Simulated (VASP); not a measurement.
# Cd3O4 (Pm-3m) in VASP: further runs

Runs on Cd3O4. Level: PBE. Tasks: single point.

All numbers are computed with VASP 6.6.1; they aren't measurements. Logs are shortened: lines on timing, memory, paths and dates and some standing lists are left out, and cuts for length are marked.

**1. The cell of the first run**

The structure is cubic, space group Pm-3m (No. 221). Conventional cell: a = 4.660 Å, b = 4.660 Å, c = 4.660 Å, α = 90.00°, β = 90.00°, γ = 90.00°. Around Cd (site symmetry 4/mmm) lie 6 O at 2.33 Å. O (site symmetry m-3m) is surrounded by 6 Cd at 2.33 Å. O (site symmetry 4/mmm) has 4 Cd at 2.33 Å as nearest neighbours.

The cell was built by a generator and needn't be a form met in nature.

**2. Single point, PBE, collinear spin, typed start (species swapped into the W3N4 type (Pm-3m, No. 221))**

Input file INCAR:

```
PREC = Accurate
ENCUT = 520
EDIFF = 1E-6
ISMEAR = 0
SIGMA = 0.1
LREAL = F
LASPH = T
NELM = 150
ALGO = Fast
ISIF = 2
LWAVE = F
LCHARG = T
ISPIN = 2
MAGMOM = 0 0 0 0 0.64 0.64 0.64
LORBIT = 11
GGA = PE
LELF = T
LVHAR = T
NBANDS = 43
```

Input file KPOINTS:

```
Automatic mesh
0
Gamma
  8 8 8
```

Input file POSCAR:

```
Cd3O4
1.0
    4.6601743285      0.0000000000      0.0000000000
    0.0000000000      4.6601743285      0.0000000000
    0.0000000000      0.0000000000      4.6601743285
Cd O
3 4
Direct
    0.5000000000      0.5000000000      0.0000000000
    0.0000000000      0.5000000000      0.5000000000
    0.5000000000      0.0000000000      0.5000000000
    0.5000000000      0.5000000000      0.5000000000
    0.5000000000      0.0000000000      0.0000000000
    0.0000000000      0.5000000000      0.0000000000
    0.0000000000      0.0000000000      0.5000000000
```

Potentials or basis: VASP PAW PBE potentials, release 64 (Cd, O).

Started as:

```sh
$ cat potpaw_PBE.64/Cd/POTCAR potpaw_PBE.64/O/POTCAR > POTCAR
$ mpirun -np 1 vasp_std > vasp.out
```

OUTCAR:

```text
PREC = Accurate
   ENCUT = 520
   EDIFF = 1E-6
   ISMEAR = 0
   LREAL = F
   LASPH = T
   NELM = 150
   ISIF = 2
   ISPIN = 2
   LORBIT = 11
   GGA = PE

 ion  position               nearest neighbor table
   1  0.500  0.500  0.000-   4 2.33   5 2.33   6 2.33   4 2.33   5 2.33   6 2.33   3 3.30   3 3.30
                             3 3.30   2 3.30   3 3.30   2 3.30   2 3.30   2 3.30
   2  0.000  0.500  0.500-   4 2.33   6 2.33   7 2.33   6 2.33   7 2.33   4 2.33   3 3.30   3 3.30
                             1 3.30   1 3.30   3 3.30   1 3.30   1 3.30   3 3.30
   3  0.500  0.000  0.500-   4 2.33   5 2.33   7 2.33   5 2.33   4 2.33   7 2.33   2 3.30   1 3.30
                             2 3.30   1 3.30   1 3.30   2 3.30   1 3.30   2 3.30
   4  0.500  0.500  0.500-   1 2.33   2 2.33   3 2.33   1 2.33   3 2.33   2 2.33
   5  0.500  0.000  0.000-   1 2.33   3 2.33   3 2.33   1 2.33
   6  0.000  0.500  0.000-   1 2.33   2 2.33   2 2.33   1 2.33
   7  0.000  0.000  0.500-   2 2.33   3 2.33   2 2.33   3 2.33

  LATTYP: Found a simple cubic cell.
 ALAT       =     4.6601743285

  Lattice vectors:

 A1 = (   4.6601743285,   0.0000000000,   0.0000000000)
 A2 = (   0.0000000000,   4.6601743285,   0.0000000000)
 A3 = (   0.0000000000,   0.0000000000,   4.6601743285)

Analysis of symmetry for initial positions (statically):
=====================================================================
 Subroutine PRICEL returns:
 Original cell was already a primitive cell.

 Routine SETGRP: Setting up the symmetry group for a
 simple cubic supercell.

 Subroutine GETGRP returns: Found 48 space group operations
 (whereof 48 operations were pure point group operations)
 out of a pool of 48 trial point group operations.

The static configuration has the point symmetry O_h .

Analysis of symmetry for dynamics (positions and initial velocities):
=====================================================================
 Subroutine PRICEL returns:
 Original cell was already a primitive cell.

 Routine SETGRP: Setting up the symmetry group for a
 simple cubic supercell.

 Subroutine GETGRP returns: Found 48 space group operations
 (whereof 48 operations were pure point group operations)
 out of a pool of 48 trial point group operations.

The dynamic configuration has the point symmetry O_h .

Analysis of structural, dynamic, and magnetic symmetry:
=====================================================================
 Subroutine PRICEL returns:
 Original cell was already a primitive cell.

 Routine SETGRP: Setting up the symmetry group for a
 simple cubic supercell.

 Subroutine GETGRP returns: Found 48 space group operations
 (whereof 48 operations were pure point group operations)
 out of a pool of 48 trial point group operations.

The overall configuration has the point symmetry O_h .

 Subroutine INISYM returns: Found 48 space group operations
 (whereof 48 operations are pure point group operations),
 and found     1 'primitive' translations

----------------------------------------------------------------------------------------

                                     Primitive cell

  volume of cell :     101.2061

  direct lattice vectors                    reciprocal lattice vectors
     4.660174329  0.000000000  0.000000000     0.214584247  0.000000000  0.000000000
     0.000000000  4.660174329  0.000000000     0.000000000  0.214584247  0.000000000
     0.000000000  0.000000000  4.660174329     0.000000000  0.000000000  0.214584247

  length of vectors
     4.660174329  4.660174329  4.660174329     0.214584247  0.214584247  0.214584247

  position of ions in fractional coordinates (direct lattice)
     0.500000000  0.500000000  0.000000000
     0.000000000  0.500000000  0.500000000
     0.500000000  0.000000000  0.500000000
     0.500000000  0.500000000  0.500000000
     0.500000000  0.000000000  0.000000000
     0.000000000  0.500000000  0.000000000
     0.000000000  0.000000000  0.500000000

  ion indices of the primitive-cell ions
   primitive index   ion index
                 1           1
                 2           2
                 3           3
                 4           4
[... 58 lines left out ...]
   number of dos      NEDOS =    301   number of ions     NIONS =      7
   total plane-waves  NPLWV =  46656
   dimension x,y,z NGX =    36 NGY =   36 NGZ =   36
   dimension x,y,z NGXF=    72 NGYF=   72 NGZF=   72
   ions per type =               3   4
   NGX,Y,Z   is equivalent  to a cutoff of  12.84, 12.84, 12.84 a.u.
   NGXF,Y,Z  is equivalent  to a cutoff of  25.69, 25.69, 25.69 a.u.
 SYSTEM =  unknown system
   PREC   = accura    normal or accurate (medium, high low for compatibility)
   ISTART =      0    job   : 0-new  1-cont  2-samecut
   ICHARG =      2    charge: 1-file 2-atom 10-const
   ISPIN  =      2    spin polarized calculation?
   LNONCOLLINEAR =      F non collinear calculations
   LSORBIT =      F    spin-orbit coupling
   LASPH  =      T    aspherical Exc in radial PAW
   ENCUT  =  520.0 eV  38.22 Ry    6.18 a.u.   8.66  8.66  8.66*2*pi/ulx,y,z
   NELM   =    150;   NELMIN=  2; NELMDL= -5     # of ELM steps
   EDIFF  = 0.1E-05   stopping-criterion for ELM
   LREAL  =      F    real-space projection
   EDIFFG = 0.1E-04   stopping-criterion for IOM
   NSW    =      0    number of steps for IOM
   IBRION =     -1    ionic relax: 0-MD 1-quasi-New 2-CG
   NFREE  =      0    steps in history (QN), initial steepest desc. (CG)
   ISIF   =      2    stress and relaxation
   ISYM   =      2    0-nonsym 1-usesym 2-fastsym
   POTIM  = 0.5000    time-step for ionic-motion
   TEBEG  =    0.0;   TEEND  =   0.0 temperature during run
   PSTRESS=    0.0 pullay stress
   NELECT =      60.0000    total number of electrons
   NUPDOWN=      -1.0000    fix difference up-down
   EMIN   =  10.00;   EMAX   =-10.00  energy-range for DOS
   EFERMI =   0.00;   METHOD = LEGACY
   ISMEAR =     0;   SIGMA  =   0.10  broadening in eV -4-tet -1-fermi 0-gaus
   EFERMI_NEDOS =   21; number of points for ismear=-14 and -15
   IALGO  =     68    algorithm
   IMIX   =      4    mixing-type and parameters
     AMIX     =   0.40;   BMIX     =  1.00
     AMIX_MAG =   1.60;   BMIX_MAG =  1.00
  volume/ion in A,a.u.               =      14.46        97.57
  Fermi-wavevector in a.u.,A,eV,Ry     =   1.375276  2.598894 25.733829  1.891383
  Thomas-Fermi vector in A             =   2.500626
   LORBIT       =     11    0 simple, 1 ext, 2 COOP (PROOUT), +10 PAW based schemes
   GGA     = PE    functional components
   LHFCALC =     F    Hartree Fock is set to
   AEXX    =    0.0000 exact exchange contribution
   IVDW    =     0    specifies the selected vdW correction
   LEPSILON=     F    determine dielectric tensor
   LRPA    =     F    only Hartree local field effects (RPA)
 spin polarized calculation
 RMM-DIIS sequential band-by-band and
 Gauss-broadening in eV      SIGMA  =   0.10
  energy-cutoff  :      520.00
  volume of cell :      101.21
 maximum number of plane-waves:      2800
 NGX is ok and might be reduce to    36
   NGX = 17   NGY = 17   NGZ = 17

 number of electron      60.0000019 magnetization       1.9980634

 Free energy of the ion-electron system (eV)
  ---------------------------------------------------
  ext. energy  EPLUGINS =         0.00000000
  ---------------------------------------------------
  free energy    TOTEN  =       -25.72317884 eV

  energy without entropy =      -25.68323987  energy(sigma->0) =      -25.70320936

 E-fermi :   0.4556     XC(G=0): -10.5926

 val. band max:        0.4545092156   @ k =   0.5000   0.1250   0.0000
 cond. band min:       0.4574588254   @ k =   0.5000   0.3750   0.1250
 fundamental gap:      0.0029496099
 Fermi energy:         0.4556031675

 spin component 1

 k-point     1 :       0.0000    0.0000    0.0000
  band No.  band energies     occupation
      1     -16.9909      1.00000
      2     -16.4574      1.00000
      3     -16.3339      1.00000
      4     -16.3339      1.00000
      5      -6.4552      1.00000
      6      -6.4552      1.00000
[... 1069 lines left out ...]
     41      12.2360      0.00000
     42      12.2821      0.00000

 [... further k-points ...]

 spin component 2

 k-point     1 :       0.0000    0.0000    0.0000
  band No.  band energies     occupation
      1     -16.6692      1.00000
      2     -15.7371      1.00000
      3     -15.4017      1.00000
      4     -15.4017      1.00000
      5      -6.4499      1.00000
      6      -6.4499      1.00000
[... 1069 lines left out ...]
     41      12.2594      0.00000
     42      12.6285      0.00000

 [... further k-points ...]

 [bands above 42 left out]

------------------------ aborting loop because EDIFF is reached ----------------------------------------

  FORCE on cell =-STRESS in cart. coord.  units (eV):
  Direction    XX          YY          ZZ          XY          YZ          ZX
  --------------------------------------------------------------------------------------
  -------------------------------------------------------------------------------------
  Total        0.7232152      0.7232152      0.7232152     -0.0000000     -0.0000000     -0.0000000
  in kB       11.4491079     11.4491079     11.4491079     -0.0000000     -0.0000000     -0.0000000
  external PRESSURE =      11.4491079 kB  Pullay stress =       0.0000000 kB

 VOLUME and BASIS-vectors are now :
 -----------------------------------------------------------------------------
  energy-cutoff  :      520.00
  volume of cell :      101.21
      direct lattice vectors                 reciprocal lattice vectors
     4.660174329  0.000000000  0.000000000     0.214584247  0.000000000  0.000000000
     0.000000000  4.660174329  0.000000000     0.000000000  0.214584247  0.000000000
     0.000000000  0.000000000  4.660174329     0.000000000  0.000000000  0.214584247

 POSITION                                       TOTAL-FORCE (eV/Angst)
 -----------------------------------------------------------------------------------
      2.33009      2.33009      0.00000         0.000000      0.000000      0.000000
      0.00000      2.33009      2.33009         0.000000      0.000000      0.000000
      2.33009      0.00000      2.33009         0.000000      0.000000      0.000000
      2.33009      2.33009      2.33009         0.000000      0.000000      0.000000
      2.33009      0.00000      0.00000         0.000000      0.000000      0.000000
      0.00000      2.33009      0.00000         0.000000      0.000000      0.000000
      0.00000      0.00000      2.33009         0.000000      0.000000      0.000000
 -----------------------------------------------------------------------------------
    total drift:                                0.000000      0.000000      0.000000

  FREE ENERGIE OF THE ION-ELECTRON SYSTEM (eV)
  ---------------------------------------------------
  free  energy   TOTEN  =       -25.7231788388 eV

  energy  without entropy=      -25.6832398742  energy(sigma->0) =      -25.70320936

 total charge

# of ion       s       p       d       tot
------------------------------------------
    1        0.328   0.258   9.625  10.211
    2        0.328   0.258   9.625  10.211
    3        0.328   0.258   9.625  10.211
    4        1.576   3.359   0.000   4.935
    5        1.585   3.245   0.000   4.830
    6        1.585   3.245   0.000   4.830
    7        1.585   3.245   0.000   4.830
--------------------------------------------------
tot          7.315  13.867  28.874  50.057

 magnetization (x)

# of ion       s       p       d       tot
------------------------------------------
    1       -0.014  -0.009   0.043   0.021
    2       -0.014  -0.009   0.043   0.021
    3       -0.014  -0.009   0.043   0.021
    4       -0.001   0.089   0.000   0.088
    5        0.006   0.509   0.000   0.515
    6        0.006   0.509   0.000   0.515
    7        0.006   0.509   0.000   0.515
--------------------------------------------------
tot         -0.023   1.590   0.130   1.697
```

Wall time 3.5 min (1 thread of AMD EPYC 9R45 (Zen 5), shared host); peak memory 0.34 GiB.

What came out:

```
Free energy                                           : -25.7232 eV
Pressure                                              : 1.1 GPa
Band gap on the k mesh                                : none (metal or under the smearing width)
Net moment                                            : 2.00 μB per cell
Site moments                                          : Cd +0.02; O +0.09, +0.52 μB
Valence electrons inside the program's atomic spheres : Cd 10.21; O 4.93, 4.83
```

Levels at points of the mesh, in eV from the Fermi level:
Spin up:
```tsv
k point	band 29	band 30	band 31	band 32	band 33	band 34
(0.00, 0.00, 0.00)	-1.30	-1.30	-1.30	0.60	4.42	4.42
(0.50, 0.00, 0.00)	-1.75	-1.34	-1.34	3.81	4.56	6.35
(0.50, 0.50, 0.00)	-0.24	-0.21	-0.21	5.42	5.93	5.93
(0.50, 0.50, 0.50)	-0.14	-0.14	-0.14	5.04	6.15	6.15
```
Spin down:
```csv
k point,band 27,band 28,band 29,band 30,band 31,band 32
"(0.00, 0.00, 0.00)",-1.54,-1.54,-0.07,-0.07,-0.07,0.71
"(0.50, 0.00, 0.00)",-1.46,-1.38,-0.57,-0.06,-0.06,4.17
"(0.50, 0.50, 0.00)",-0.08,0.20,0.20,0.24,0.39,5.71
"(0.50, 0.50, 0.50)",0.40,0.40,0.50,0.50,0.50,5.01
```

**3. Single point, PBE (species swapped into the W3N4 type (Pm-3m, No. 221))**

Input file INCAR:

```
ALGO = Normal
EDIFF = 1E-7
ENCUT = 520
GGA = PE
ISIF = 2
ISMEAR = 0
LASPH = True
LCHARG = True
LELF = True
LREAL = False
LVHAR = True
LWAVE = False
NBANDS = 39
NELM = 100
PREC = Accurate
SIGMA = 0.1
```

Input file KPOINTS:

```
k-points
0
Gamma
  4 4 4
```

POSCAR: that of step 2 with these lines changed.

```diff
@@ -2,5 +2,5 @@
 1.0
-    4.6601743285      0.0000000000      0.0000000000
-    0.0000000000      4.6601743285      0.0000000000
-    0.0000000000      0.0000000000      4.6601743285
+    4.4417099600      0.0000000000      0.0000000000
+    0.0000000000      4.4417099600      0.0000000000
+    0.0000000000      0.0000000000      4.4417099600
 Cd O
```

Potentials or basis: VASP PAW PBE potentials, release 64 (Cd, O).

Started as:

```sh
$ cat potpaw_PBE.64/Cd/POTCAR potpaw_PBE.64/O/POTCAR > POTCAR
$ mpirun -np 1 vasp_std > vasp.out
```

OUTCAR:

```text
EDIFF = 1E-7
   ENCUT = 520
   GGA = PE
   ISIF = 2
   ISMEAR = 0
   LASPH = True
   LREAL = False
   NELM = 100
   PREC = Accurate

 ion  position               nearest neighbor table
   1  0.500  0.500  0.000-   4 2.22   5 2.22   6 2.22   4 2.22   5 2.22   6 2.22   3 3.14   3 3.14
                             3 3.14   2 3.14   3 3.14   2 3.14   2 3.14   2 3.14
   2  0.000  0.500  0.500-   4 2.22   6 2.22   7 2.22   6 2.22   7 2.22   4 2.22   3 3.14   3 3.14
                             1 3.14   1 3.14   3 3.14   1 3.14   1 3.14   3 3.14
   3  0.500  0.000  0.500-   4 2.22   5 2.22   7 2.22   5 2.22   4 2.22   7 2.22   2 3.14   1 3.14
                             2 3.14   1 3.14   1 3.14   2 3.14   1 3.14   2 3.14
   4  0.500  0.500  0.500-   1 2.22   2 2.22   3 2.22   1 2.22   3 2.22   2 2.22
   5  0.500  0.000  0.000-   1 2.22   3 2.22   3 2.22   1 2.22
   6  0.000  0.500  0.000-   1 2.22   2 2.22   2 2.22   1 2.22
   7  0.000  0.000  0.500-   2 2.22   3 2.22   2 2.22   3 2.22

  LATTYP: Found a simple cubic cell.
 ALAT       =     4.4417099600

[... 180 lines left out ...]
 cond. band min:       1.3693651419   @ k =   0.5000   0.5000   0.2500
 fundamental gap:      0.0518693491
 Fermi energy:         1.3183653637

 k-point     1 :       0.0000    0.0000    0.0000
  band No.  band energies     occupation
      1     -16.9751      2.00000
      2     -15.6055      2.00000
      3     -15.1458      2.00000
      4     -15.1458      2.00000
      5      -5.9325      2.00000
      6      -5.9325      2.00000
[... 409 lines left out ...]
     38      10.5297      0.00000
     39      14.0433      0.00000

------------------------ aborting loop because EDIFF is reached ----------------------------------------

  FORCE on cell =-STRESS in cart. coord.  units (eV):
  Direction    XX          YY          ZZ          XY          YZ          ZX
  --------------------------------------------------------------------------------------
  -------------------------------------------------------------------------------------
  Total       10.0543680     10.0543680     10.0543680     -0.0000000     -0.0000000      0.0000000
  in kB      183.8293156    183.8293156    183.8293156     -0.0000000     -0.0000000      0.0000000
  external PRESSURE =     183.8293156 kB  Pullay stress =       0.0000000 kB

 VOLUME and BASIS-vectors are now :
 -----------------------------------------------------------------------------
  energy-cutoff  :      520.00
  volume of cell :       87.63
      direct lattice vectors                 reciprocal lattice vectors
     4.441709960  0.000000000  0.000000000     0.225138518  0.000000000  0.000000000
     0.000000000  4.441709960  0.000000000     0.000000000  0.225138518  0.000000000
     0.000000000  0.000000000  4.441709960     0.000000000  0.000000000  0.225138518

 POSITION                                       TOTAL-FORCE (eV/Angst)
 -----------------------------------------------------------------------------------
      2.22085      2.22085      0.00000         0.000000      0.000000      0.000000
      0.00000      2.22085      2.22085         0.000000      0.000000      0.000000
      2.22085      0.00000      2.22085         0.000000      0.000000      0.000000
      2.22085      2.22085      2.22085         0.000000      0.000000      0.000000
      2.22085      0.00000      0.00000         0.000000      0.000000      0.000000
      0.00000      2.22085      0.00000         0.000000      0.000000      0.000000
      0.00000      0.00000      2.22085         0.000000      0.000000      0.000000
 -----------------------------------------------------------------------------------
    total drift:                                0.000000      0.000000      0.000000

  FREE ENERGIE OF THE ION-ELECTRON SYSTEM (eV)
  ---------------------------------------------------
  free  energy   TOTEN  =       -24.8741299316 eV

  energy  without entropy=      -24.8093703557  energy(sigma->0) =      -24.84175014
```

Wall time 28 s (1 thread of AMD EPYC 9R45 (Zen 5), shared host); peak memory 0.17 GiB.

Results:

```
Free energy            : -24.8741 eV
Pressure               : 18.4 GPa
Band gap on the k mesh : none (metal or under the smearing width)
```

Caveat: so large a pressure means that the cell lies far from this level's equilibrium, or that cutoff or potentials fall short.
